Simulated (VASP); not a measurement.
# BN (Fm-3m) in VASP: further runs

The runs below take BN through single point, with HSE06, PBE.

Everything below comes from runs of VASP 6.6.1. Logs are shortened: lines on timing, memory, paths and dates and some standing lists are left out, and cuts for length are marked.

### 1 The crystal as given

It takes space group Fm-3m (No. 225, cubic). The conventional cell has a = 3.492 Å, b = 3.492 Å, c = 3.492 Å, α = 90.00°, β = 90.00°, γ = 90.00°. Around B (site symmetry m-3m) lie 6 N at 1.75 Å. N (site symmetry m-3m) is surrounded by 6 B at 1.75 Å.

The cell was built by a generator and needn't be a form met in nature.

### 2 Single point, HSE06

POSCAR reads:

```
BN
1.0
    0.0000000000      1.7458259346      1.7458259346
    1.7458259346      0.0000000000      1.7458259346
    1.7458259346      1.7458259346      0.0000000000
B N
1 1
Direct
    0.0000000000      0.0000000000      0.0000000000
    0.5000000000      0.5000000000      0.5000000000
```

INCAR.step1 reads:

```
SYSTEM = BN
PREC     = Accurate       ! precision mode
ENCUT    = 520            ! plane-wave cutoff, eV
EDIFF    = 1E-5           ! SCF threshold, eV
ISMEAR   = 0              ! smearing method
SIGMA    = 0.01           ! smearing width, eV
LREAL    = .FALSE.        ! projectors in reciprocal space
LASPH    = .TRUE.         ! aspherical terms in the spheres
NELM     = 100            ! most SCF steps
ALGO     = Normal         ! electronic algorithm
ISIF     = 2              ! what is computed and relaxed
LWAVE    = .TRUE.         ! write WAVECAR
LCHARG   = .FALSE.        ! write CHGCAR
GGA      = PE             ! functional
NBANDS   = 11             ! bands
```

INCAR.step2 reads:

```
SYSTEM = BN
PREC     = Accurate       ! precision mode
ENCUT    = 520            ! plane-wave cutoff, eV
EDIFF    = 1E-6           ! SCF threshold, eV
ISMEAR   = 0              ! smearing method
SIGMA    = 0.01           ! smearing width, eV
LREAL    = .FALSE.        ! projectors in reciprocal space
LASPH    = .TRUE.         ! aspherical terms in the spheres
NELM     = 100            ! most SCF steps
ALGO     = Normal         ! electronic algorithm
ISIF     = 2              ! what is computed and relaxed
LWAVE    = .FALSE.        ! write WAVECAR
LCHARG   = .FALSE.        ! write CHGCAR
GGA      = PE             ! functional
LHFCALC  = .TRUE.         ! exact exchange
HFSCREEN = 0.2079         ! screening, 1/A
PRECFOCK = Normal       
ISTART   = 1            
NBANDS   = 11             ! bands
```

KPOINTS reads:

```
Automatic mesh
0
G
  6 6 6
  0 0 0
```

Potentials or basis: VASP PAW PBE potentials, release 64 (B, N).

The run is started by

```sh
cat potpaw_PBE.64/B/POTCAR potpaw_PBE.64/N/POTCAR > POTCAR
cp INCAR.step1 INCAR
mpirun -np 1 vasp_std > vasp.out
cp INCAR.step2 INCAR
mpirun -np 1 vasp_std > vasp.out
```

OUTCAR:

```text
SYSTEM = BN
   PREC = Accurate
   ENCUT = 520
   EDIFF = 1E-6
   ISMEAR = 0
   LREAL = .FALSE.
   LASPH = .TRUE.
   NELM = 100
   ISIF = 2
   GGA = PE
   LHFCALC = .TRUE.
   HFSCREEN = 0.2079
   PRECFOCK = Normal
   ISTART = 1

 ion  position               nearest neighbor table
   1  0.000  0.000  0.000-   2 1.75   2 1.75   2 1.75   2 1.75   2 1.75   2 1.75
   2  0.500  0.500  0.500-   1 1.75   1 1.75   1 1.75   1 1.75   1 1.75   1 1.75

  LATTYP: Found a face centered cubic cell.
 ALAT       =     3.4916518692

  Lattice vectors:

 A1 = (   0.0000000000,   1.7458259346,   1.7458259346)
 A2 = (   1.7458259346,   0.0000000000,   1.7458259346)
 A3 = (   1.7458259346,   1.7458259346,   0.0000000000)

Analysis of symmetry for initial positions (statically):
=====================================================================
 Subroutine PRICEL returns:
 Original cell was already a primitive cell.

 Routine SETGRP: Setting up the symmetry group for a
 face centered cubic supercell.

 Subroutine GETGRP returns: Found 48 space group operations
 (whereof 48 operations were pure point group operations)
 out of a pool of 48 trial point group operations.

The static configuration has the point symmetry O_h .

Analysis of symmetry for dynamics (positions and initial velocities):
=====================================================================
 Subroutine PRICEL returns:
 Original cell was already a primitive cell.

 Routine SETGRP: Setting up the symmetry group for a
 face centered cubic supercell.

 Subroutine GETGRP returns: Found 48 space group operations
 (whereof 48 operations were pure point group operations)
 out of a pool of 48 trial point group operations.

The dynamic configuration has the point symmetry O_h .

 Subroutine INISYM returns: Found 48 space group operations
 (whereof 48 operations are pure point group operations),
 and found     1 'primitive' translations

----------------------------------------------------------------------------------------

                                     Primitive cell

  volume of cell :      10.6422

  direct lattice vectors                    reciprocal lattice vectors
     0.000000000  1.745825935  1.745825935    -0.286397395  0.286397395  0.286397395
     1.745825935  0.000000000  1.745825935     0.286397395 -0.286397395  0.286397395
     1.745825935  1.745825935  0.000000000     0.286397395  0.286397395 -0.286397395

  length of vectors
     2.468970714  2.468970714  2.468970714     0.496054840  0.496054840  0.496054840

  position of ions in fractional coordinates (direct lattice)
     0.000000000  0.000000000  0.000000000
     0.500000000  0.500000000  0.500000000

  ion indices of the primitive-cell ions
   primitive index   ion index
                 1           1
                 2           2

----------------------------------------------------------------------------------------

 KPOINTS: Automatic mesh

Automatic generation of k-mesh.
 Grid dimensions read from file:
 generate k-points for:    6    6    6

 Generating k-lattice:

  Cartesian coordinates                     Fractional coordinates (reciprocal lattice)
    -0.047732899  0.047732899  0.047732899     0.166666667  0.000000000  0.000000000
     0.047732899 -0.047732899  0.047732899     0.000000000  0.166666667  0.000000000
     0.047732899  0.047732899 -0.047732899     0.000000000  0.000000000  0.166666667

  Length of vectors
     0.082675807  0.082675807  0.082675807

  Shift w.r.t. Gamma in fractional coordinates (k-lattice)
     0.000000000  0.000000000  0.000000000

 Subroutine IBZKPT returns following result:
 ===========================================

 Found     16 irreducible k-points:

 Following reciprocal coordinates:
            Coordinates               Weight
  0.000000  0.000000  0.000000      1.000000
  0.166667  0.000000  0.000000      8.000000
  0.333333  0.000000  0.000000      8.000000
  0.500000  0.000000  0.000000      4.000000
  0.166667  0.166667  0.000000      6.000000
  0.333333  0.166667  0.000000     24.000000
[... 8 lines left out ...]
 -0.333333  0.333333  0.166667     24.000000
 -0.333333  0.500000  0.166667     12.000000
   k-points           NKPTS =     16   k-points in BZ     NKDIM =    216   number of bands    NBANDS=     11
   number of dos      NEDOS =    301   number of ions     NIONS =      2
   total plane-waves  NPLWV =   5832
   dimension x,y,z NGX =    18 NGY =   18 NGZ =   18
   dimension x,y,z NGXF=    36 NGYF=   36 NGZF=   36
   ions per type =               1   1
   NGX,Y,Z   is equivalent  to a cutoff of  12.12, 12.12, 12.12 a.u.
   NGXF,Y,Z  is equivalent  to a cutoff of  24.24, 24.24, 24.24 a.u.
 SYSTEM =  BN
   PREC   = accura    normal or accurate (medium, high low for compatibility)
   ISTART =      1    job   : 0-new  1-cont  2-samecut
   ICHARG =      0    charge: 1-file 2-atom 10-const
   ISPIN  =      1    spin polarized calculation?
   LNONCOLLINEAR =      F non collinear calculations
   LSORBIT =      F    spin-orbit coupling
   LASPH  =      T    aspherical Exc in radial PAW
   ENCUT  =  520.0 eV  38.22 Ry    6.18 a.u.   4.59  4.59  4.59*2*pi/ulx,y,z
   NELM   =    100;   NELMIN=  2; NELMDL=  0     # of ELM steps
   EDIFF  = 0.1E-05   stopping-criterion for ELM
   LREAL  =      F    real-space projection
   EDIFFG = 0.1E-04   stopping-criterion for IOM
   NSW    =      0    number of steps for IOM
   IBRION =     -1    ionic relax: 0-MD 1-quasi-New 2-CG
   NFREE  =      0    steps in history (QN), initial steepest desc. (CG)
   ISIF   =      2    stress and relaxation
   ISYM   =      3    0-nonsym 1-usesym 2-fastsym
   POTIM  = 0.5000    time-step for ionic-motion
   TEBEG  =    0.0;   TEEND  =   0.0 temperature during run
   PSTRESS=    0.0 pullay stress
   NELECT =       8.0000    total number of electrons
   NUPDOWN=      -1.0000    fix difference up-down
   EMIN   =  10.00;   EMAX   =-10.00  energy-range for DOS
   EFERMI =   0.00;   METHOD = LEGACY
   ISMEAR =     0;   SIGMA  =   0.01  broadening in eV -4-tet -1-fermi 0-gaus
   EFERMI_NEDOS =   21; number of points for ismear=-14 and -15
   IALGO  =     38    algorithm
   IMIX   =      1    mixing-type and parameters
     AMIX     =   0.40;   BMIX     =  1.00
     AMIX_MAG =   1.60;   BMIX_MAG =  1.00
  volume/ion in A,a.u.               =       5.32        35.91
  Fermi-wavevector in a.u.,A,eV,Ry     =   1.488540  2.812933 30.147133  2.215752
  Thomas-Fermi vector in A             =   2.601562
   LORBIT       =      0    0 simple, 1 ext, 2 COOP (PROOUT), +10 PAW based schemes
   GGA     = PE    functional components
   LHFCALC =     T    Hartree Fock is set to
   PRECFOCK=normal    Normal, Fast or Accurate (Low or Medium for compatibility)
   ENCUT4O =  -1.0   cutoff for four orbital integrals eV
   NKREDX  =     1    reduce k-point grid by
   NKREDY  =     1    reduce k-point grid by
   NKREDZ  =     1    reduce k-point grid by
   AEXX    =    0.2500 exact exchange contribution
   HFSCREEN=    0.2079 screening length (either q_TF or 0.3 A-1)
   HFSCREENC=   0.2079 screening length for correlation (either q_TF or 0.3 A-1)
   ENCUTFOCK=  -1.0 apply spherical cutoff to Coloumb kernel
   IVDW    =     0    specifies the selected vdW correction
   LEPSILON=     F    determine dielectric tensor
   LRPA    =     F    only Hartree local field effects (RPA)
 non-spin polarized calculation
 Gauss-broadening in eV      SIGMA  =   0.01
  energy-cutoff  :      520.00
  volume of cell :       10.64
 maximum number of plane-waves:       302
  NGX = 14; NGY = 14; NGZ = 14

 number of electron       7.9999998 magnetization

 Free energy of the ion-electron system (eV)
  ---------------------------------------------------
  ext. energy  EPLUGINS =         0.00000000
  ---------------------------------------------------
  free energy    TOTEN  =       -16.56559055 eV

  energy without entropy =      -16.56559055  energy(sigma->0) =      -16.56559055

 E-fermi :   9.9364     XC(G=0): -11.1949

 val. band max:        9.8508766428   @ k =  -0.1667   0.1667   0.0000
 cond. band min:      12.0207029619   @ k =   0.5000   0.5000   0.0000
 fundamental gap:      2.1698263191
 Fermi energy:         9.9363752744

 k-point     1 :       0.0000    0.0000    0.0000
  band No.  band energies     occupation
      1     -14.8479      2.00000
      2       8.7836      2.00000
      3       8.7836      2.00000
      4       8.7836      2.00000
      5      20.7070      0.00000
      6      23.9142      0.00000
      7      23.9142      0.00000
      8      23.9142      0.00000
      9      29.8547      0.00000
     10      29.8547      0.00000
     11      29.8547      0.00000

 k-point     2 :       0.1667    0.0000    0.0000
  band No.  band energies     occupation
      1     -14.0098      2.00000
      2       5.5721      2.00000
      3       8.7650      2.00000
      4       8.7650      2.00000
      5      20.8589      0.00000
      6      21.4376      0.00000
      7      21.4376      0.00000
      8      23.8958      0.00000
      9      29.0244      0.00000
     10      31.8554      0.00000
     11      31.8554      0.00000

 k-point     3 :       0.3333    0.0000    0.0000
  band No.  band energies     occupation
      1     -11.6225      2.00000
      2      -0.2589      2.00000
      3       8.9073      2.00000
      4       8.9073      2.00000
      5      17.8763      0.00000
      6      17.8763      0.00000
      7      19.2409      0.00000
      8      25.2131      0.00000
      9      31.4143      0.00000
     10      37.1603      0.00000
     11      37.1603      0.00000
[... 155 lines left out ...]
 k-point    15 :      -0.3333    0.3333    0.1667
  band No.  band energies     occupation
      1      -7.2733      2.00000
      2      -2.0385      2.00000
      3       1.7037      2.00000
      4       4.3921      2.00000
      5      17.8245      0.00000
      6      18.5540      0.00000
      7      24.9879      0.00000
      8      26.7613      0.00000
      9      31.8616      0.00000
     10      32.7324      0.00000
     11      46.9369      0.00000

 k-point    16 :      -0.3333    0.5000    0.1667
  band No.  band energies     occupation
      1      -6.1093      2.00000
      2      -1.9723      2.00000
      3       1.1999      2.00000
      4       2.5147      2.00000
      5      15.5427      0.00000
      6      22.3756      0.00000
      7      23.9516      0.00000
      8      27.5297      0.00000
      9      28.1779      0.00000
     10      36.6097      0.00000
     11      51.0239      0.00000

------------------------ aborting loop because EDIFF is reached ----------------------------------------

  FORCE on cell =-STRESS in cart. coord.  units (eV):
  Direction    XX          YY          ZZ          XY          YZ          ZX
  --------------------------------------------------------------------------------------
  -------------------------------------------------------------------------------------
  Total       -0.5476464     -0.5476464     -0.5476464      0.0000000      0.0000000      0.0000000
  in kB      -82.4475948    -82.4475948    -82.4475948      0.0000000      0.0000000      0.0000000
  external PRESSURE =     -82.4475948 kB  Pullay stress =       0.0000000 kB

 VOLUME and BASIS-vectors are now :
 -----------------------------------------------------------------------------
  energy-cutoff  :      520.00
  volume of cell :       10.64
      direct lattice vectors                 reciprocal lattice vectors
     0.000000000  1.745825935  1.745825935    -0.286397395  0.286397395  0.286397395
     1.745825935  0.000000000  1.745825935     0.286397395 -0.286397395  0.286397395
     1.745825935  1.745825935  0.000000000     0.286397395  0.286397395 -0.286397395

 POSITION                                       TOTAL-FORCE (eV/Angst)
 -----------------------------------------------------------------------------------
      0.00000      0.00000      0.00000         0.000000      0.000000      0.000000
      1.74583      1.74583      1.74583        -0.000000     -0.000000     -0.000000
 -----------------------------------------------------------------------------------
    total drift:                                0.000000      0.000000      0.000000

  FREE ENERGIE OF THE ION-ELECTRON SYSTEM (eV)
  ---------------------------------------------------
  free  energy   TOTEN  =       -16.5655905532 eV

  energy  without entropy=      -16.5655905532  energy(sigma->0) =      -16.56559055
```

It took 2.3 min on 1 thread of AMD EPYC 7R13 (Zen 3), shared host; peak memory 0.19 GiB.

What came out:

```
Free energy            : -16.5656 eV
Pressure               : -8.2 GPa
Band gap on the k mesh : 2.17 eV, indirect (least direct gap 7.23 eV)
```

Levels at points of the mesh, in eV from the valence-band top:
```csv
k point,band 1,band 2,band 3,band 4,band 5,band 6,band 7,band 8
"(0.00, 0.00, 0.00)",-24.70,-1.07,-1.07,-1.07,10.86,14.06,14.06,14.06
"(0.50, 0.00, 0.00)",-19.11,-13.86,-0.75,-0.75,6.49,6.49,8.68,15.79
"(0.50, 0.50, 0.00)",-16.10,-13.02,-6.22,-6.22,2.17,9.91,16.87,16.87
```

Caveat: the k mesh is coarse (spacing up to 0.52 Å⁻¹), so the values aren't converged, least of all with exact exchange; the PAW data sets were made with another functional, which shifts forces and pressure a little.

### 3 Single point, PBE

INCAR reads:

```
PREC     = Accurate       # precision mode
ENCUT    = 520            # plane-wave cutoff, eV
EDIFF    = 1E-6           # SCF threshold, eV
ISMEAR   = 0              # smearing method
SIGMA    = 0.01           # smearing width, eV
LREAL    = False          # projectors in reciprocal space
LASPH    = True           # aspherical terms in the spheres
NELM     = 60             # most SCF steps
ALGO     = Normal         # electronic algorithm
ISIF     = 2              # what is computed and relaxed
LWAVE    = False          # write WAVECAR
LCHARG   = False          # write CHGCAR
GGA      = PE             # functional
NBANDS   = 11             # bands
```

KPOINTS reads:

```
regular mesh
0
Gamma
  8 8 8
```

POSCAR is that of step 2.

Potentials or basis: VASP PAW PBE potentials, release 64 (B, N).

The run is started by

```sh
cat potpaw_PBE.64/B/POTCAR potpaw_PBE.64/N/POTCAR > POTCAR
mpirun -np 1 vasp_std > vasp.out
```

OUTCAR:

```text
PREC = Accurate
   ENCUT = 520
   EDIFF = 1E-6
   ISMEAR = 0
   LREAL = False
   LASPH = True
   NELM = 60
   ISIF = 2
   GGA = PE

 ion  position               nearest neighbor table
   1  0.000  0.000  0.000-   2 1.75   2 1.75   2 1.75   2 1.75   2 1.75   2 1.75
   2  0.500  0.500  0.500-   1 1.75   1 1.75   1 1.75   1 1.75   1 1.75   1 1.75

  LATTYP: Found a face centered cubic cell.
 ALAT       =     3.4916518692

  Lattice vectors:

 A1 = (   0.0000000000,   1.7458259346,   1.7458259346)
 A2 = (   1.7458259346,   0.0000000000,   1.7458259346)
 A3 = (   1.7458259346,   1.7458259346,   0.0000000000)

Analysis of symmetry for initial positions (statically):
=====================================================================
 Subroutine PRICEL returns:
 Original cell was already a primitive cell.

 Routine SETGRP: Setting up the symmetry group for a
 face centered cubic supercell.

 Subroutine GETGRP returns: Found 48 space group operations
 (whereof 48 operations were pure point group operations)
 out of a pool of 48 trial point group operations.

The static configuration has the point symmetry O_h .

Analysis of symmetry for dynamics (positions and initial velocities):
[... 166 lines left out ...]

 k-point     1 :       0.0000    0.0000    0.0000
  band No.  band energies     occupation
      1     -12.1036      2.00000
      2       9.5265      2.00000
      3       9.5265      2.00000
      4       9.5265      2.00000
      5      19.6305      0.00000
      6      22.4959      0.00000
      7      22.4959      0.00000
      8      22.4959      0.00000
      9      28.9942      0.00000
     10      28.9942      0.00000
     11      28.9942      0.00000
[... 309 lines left out ...]
 k-point    24 :      -0.3750    0.2500    0.1250
  band No.  band energies     occupation
      1      -5.8182      2.00000
      2      -1.1644      2.00000
      3       4.8875      2.00000
      4       6.8765      2.00000
      5      16.5410      0.00000
      6      17.0980      0.00000
      7      21.9485      0.00000
      8      25.1196      0.00000
      9      31.4074      0.00000
     10      33.1877      0.00000
     11      43.1035      0.00000

 [... further k-points ...]
[... 5 lines left out ...]
  --------------------------------------------------------------------------------------
  -------------------------------------------------------------------------------------
  Total        0.2538416      0.2538416      0.2538416     -0.0000000     -0.0000000      0.0000000
  in kB       38.2155960     38.2155960     38.2155960     -0.0000000     -0.0000000      0.0000000
  external PRESSURE =      38.2155960 kB  Pullay stress =       0.0000000 kB

 VOLUME and BASIS-vectors are now :
 -----------------------------------------------------------------------------
  energy-cutoff  :      520.00
  volume of cell :       10.64
      direct lattice vectors                 reciprocal lattice vectors
     0.000000000  1.745825935  1.745825935    -0.286397395  0.286397395  0.286397395
     1.745825935  0.000000000  1.745825935     0.286397395 -0.286397395  0.286397395
     1.745825935  1.745825935  0.000000000     0.286397395  0.286397395 -0.286397395

 POSITION                                       TOTAL-FORCE (eV/Angst)
 -----------------------------------------------------------------------------------
      0.00000      0.00000      0.00000         0.000000      0.000000      0.000000
      1.74583      1.74583      1.74583         0.000000      0.000000      0.000000
 -----------------------------------------------------------------------------------
    total drift:                               -0.000000     -0.000000     -0.000000

  FREE ENERGIE OF THE ION-ELECTRON SYSTEM (eV)
  ---------------------------------------------------
  free  energy   TOTEN  =       -13.9412758422 eV

  energy  without entropy=      -13.9412758422  energy(sigma->0) =      -13.94127584
```

stdout:

```text
POSCAR found type information on POSCAR B N
 POSCAR found :  2 types and       2 ions
 scaLAPACK will be used
 LDA part: xc-table for (Slater+PW92), standard interpolation
 POSCAR, INCAR and KPOINTS ok, starting setup
 FFT: planning ... GRIDC
 FFT: planning ... GRID_SOFT
 FFT: planning ... GRID
 WAVECAR not read
 entering main loop
```

Run time: 3.2 s. Hardware: 1 thread of AMD EPYC 7R13 (Zen 3), shared host; peak memory 0.08 GiB.

Results:

```yaml
Free_energy: -13.9413 eV
Pressure: 3.8 GPa
Band_gap_on_the_k_mesh: 1.33 eV, indirect (least direct gap 5.85 eV)
```
